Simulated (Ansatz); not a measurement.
The system is BaTiO3.

```
Ba Ti O
1.0
     3.99980    0.00000    0.00000
     0.00000    3.99980    0.00000
     0.00000    0.00000    8.03600
Ba Ti O
2 2 6
Direct
  0.99933 0.00149 0.00206
  0.00067 0.99851 0.49794
  0.48935 0.49786 0.23992
  0.51065 0.50214 0.74208
  0.50279 0.50210 0.01077
  0.49721 0.49790 0.50523
  0.50567 0.00168 0.25810
  0.49433 0.99832 0.75690
  0.00777 0.49971 0.26264
  0.99223 0.50029 0.75236
```

Base run:

```yaml
Program: Ansatz 0.2.0
Functional: PBE
Potentials_or_basis: Ansatz PAW
Cutoff: 350 eV
Density_cutoff: 1400 eV
k_mesh: 7 × 7 × 4
Occupations: fermi-dirac, width 0.05 eV
Spin: no spin polarisation
```

Its results: band gap on the k mesh 2.05 eV; pressure 3.2 GPa; largest force 0.941 eV/Å.

Task: The run is repeated on the same cell with these changes: functional from PBE to PBEsol; cutoff from 350 eV to 420 eV (not typed: the program's choice for these potentials); hubbard terms from none to Ti d U = 1 eV; hubbard projectors from none to ortho-atomic (the default). What comes out?

Result: Band gap on the k mesh 2.11 eV; pressure -2.9 GPa; largest force 1.001 eV/Å.

Several settings changed at once, so the effect can't be laid on one alone.

Caveats: spin-orbit coupling is left out, which moves the levels of the heavy elements; odd divisions of the mesh miss points on the zone boundary, where band edges often lie, so the gap on the mesh can be too wide (some runs); the pressure holds a Pulay correction of +6.2 GPa for the finite cutoff (some runs); the cutoff lies under the one recommended for these potentials (some runs); the k mesh misses the band edges, so the gap on the mesh is wider than the one along the path (some runs); the PAW data sets come from PBE, with cores solved anew for the run's functional, which leaves a small shift of forces and pressure (some runs); forces of over 1 eV/Å show positions far from the minimum, so gaps and moduli don't describe the material at rest (some runs).
